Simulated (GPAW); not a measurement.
Zn in GPAW: the effect of functional

Zn:

```
Zn
1.0
     3.77113    0.00000    0.00000
     0.00000    3.77113    0.00000
     0.00000    0.00000    3.77113
Zn
3
Direct
  0.00000 0.50000 0.50000
  0.50000 0.00000 0.50000
  0.50000 0.50000 0.00000
```

The cell was built by a generator and needn't be a form met in nature.

Alike in all runs:

* Program: GPAW 26.7.0
* Task: band structure
* Cutoff: 600 eV
* Basis: pw
* k mesh: 7 × 7 × 7
* Occupations: fermi-dirac, width 0.05 eV
* Spin: no spin polarisation

Problem. One run gave: pressure -7.4 GPa. Which functional did it use?
A. PBE
B. BLYP
C. LDA
D. r2SCAN
E. PBEsol

Solution. C.

```tsv
functional	potentials or basis	pressure (GPa)
LDA	the program's PAW data sets (release 1.2.1) made for this functional	-7.4
PBE	GPAW PAW data sets (gpaw-data 1.2.1)	-0.6
PBEsol	PAW data sets generated in the run's folder for this functional	-4.6
RPBE	the program's PAW data sets (release 1.2.1) made for this functional	2.1
revPBE	the program's PAW data sets (release 1.2.1) made for this functional	1.3
BLYP	PAW data sets generated in the run's folder for this functional	3.8
r2SCAN	GPAW PAW data sets (gpaw-data 1.2.1)	-3.6
```

Caveats: the PAW data sets were made with another functional, which shifts forces and pressure a little (some runs).
